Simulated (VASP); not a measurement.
Given:

```xyz
2
Lattice="4.1200 0.0000 0.0000 0.0000 4.1200 0.0000 0.0000 0.0000 4.1200" Properties=species:S:1:pos:R:3 pbc="T T T"
Cs     0.0000     0.0000     0.0000
Cl     2.0600     2.0600     2.0600
```

Method: G0W0 on PBE orbitals, VASP's PBE PAW potentials (set 64) (plane waves; VASP). Settings: PREC = Normal, 500 eV cut-off, 4×4×4 Γ-centred mesh, Gaussian smearing of 0.010 eV, potentials Cs_sv_GW Cl_GW.

The mesh is coarse and the basis finite, so the quasiparticle values are not converged.

NBANDS = 160, ENCUTGW = 200 eV, NOMEGA = 64. The PBE levels (eV) that the step starts from are:

| state | KS energy | filling |
|---|---|---|
| k1 (0.00, 0.00, 0.00), band 5 | -5.36 | 2 |
| k1 (0.00, 0.00, 0.00), band 6 | 0.49 | 2 |
| k1 (0.00, 0.00, 0.00), band 7 | 0.49 | 2 |
| k1 (0.00, 0.00, 0.00), band 8 | 0.49 | 2 |
| k1 (0.00, 0.00, 0.00), band 9 | 5.77 | 0 |
| k1 (0.00, 0.00, 0.00), band 10 | 5.89 | 0 |
| k1 (0.00, 0.00, 0.00), band 11 | 5.89 | 0 |
| k1 (0.00, 0.00, 0.00), band 12 | 10.53 | 0 |
| k2 (0.25, 0.00, 0.00), band 5 | -5.29 | 2 |
| k2 (0.25, 0.00, 0.00), band 6 | -0.16 | 2 |
| k2 (0.25, 0.00, 0.00), band 7 | 0.37 | 2 |
| k2 (0.25, 0.00, 0.00), band 8 | 0.37 | 2 |
| k2 (0.25, 0.00, 0.00), band 9 | 6.29 | 0 |
| k2 (0.25, 0.00, 0.00), band 10 | 6.92 | 0 |
| k2 (0.25, 0.00, 0.00), band 11 | 7.35 | 0 |
| k2 (0.25, 0.00, 0.00), band 12 | 10.14 | 0 |
| k10 (0.50, 0.50, 0.50), band 5 | -5.89 | 2 |
| k10 (0.50, 0.50, 0.50), band 6 | -0.61 | 2 |
| k10 (0.50, 0.50, 0.50), band 7 | -0.61 | 2 |
| k10 (0.50, 0.50, 0.50), band 8 | -0.61 | 2 |
| k10 (0.50, 0.50, 0.50), band 9 | 9.00 | 0 |
| k10 (0.50, 0.50, 0.50), band 10 | 9.00 | 0 |
| k10 (0.50, 0.50, 0.50), band 11 | 9.00 | 0 |
| k10 (0.50, 0.50, 0.50), band 12 | 10.93 | 0 |

Question: Give the quasiparticle energies and renormalisation factors Z.

Answer: 
```
state                            QP energy (eV)     Z
-------------------------------  --------------  ----
k1 (0.00, 0.00, 0.00), band 5             -7.37  0.81
k1 (0.00, 0.00, 0.00), band 6             -1.15  0.78
k1 (0.00, 0.00, 0.00), band 7             -1.15  0.78
k1 (0.00, 0.00, 0.00), band 8             -1.15  0.78
k1 (0.00, 0.00, 0.00), band 9              6.50  0.85
k1 (0.00, 0.00, 0.00), band 10             6.74  0.85
k1 (0.00, 0.00, 0.00), band 11             6.74  0.85
k1 (0.00, 0.00, 0.00), band 12            12.02  0.83
k2 (0.25, 0.00, 0.00), band 5             -7.29  0.81
k2 (0.25, 0.00, 0.00), band 6             -1.87  0.78
k2 (0.25, 0.00, 0.00), band 7             -1.28  0.78
k2 (0.25, 0.00, 0.00), band 8             -1.28  0.78
k2 (0.25, 0.00, 0.00), band 9              7.18  0.85
k2 (0.25, 0.00, 0.00), band 10             7.80  0.84
k2 (0.25, 0.00, 0.00), band 11             8.25  0.84
k2 (0.25, 0.00, 0.00), band 12            11.53  0.83
k10 (0.50, 0.50, 0.50), band 5            -7.98  0.81
k10 (0.50, 0.50, 0.50), band 6            -2.40  0.78
k10 (0.50, 0.50, 0.50), band 7            -2.40  0.78
k10 (0.50, 0.50, 0.50), band 8            -2.40  0.78
k10 (0.50, 0.50, 0.50), band 9            10.25  0.82
k10 (0.50, 0.50, 0.50), band 10           10.25  0.82
k10 (0.50, 0.50, 0.50), band 11           10.25  0.82
k10 (0.50, 0.50, 0.50), band 12           11.95  0.83
```
On the mesh the gap opens from 5.28 to 7.64 eV.

The compound is CsCl in the CsCl type structure. The cell was not relaxed at this level.
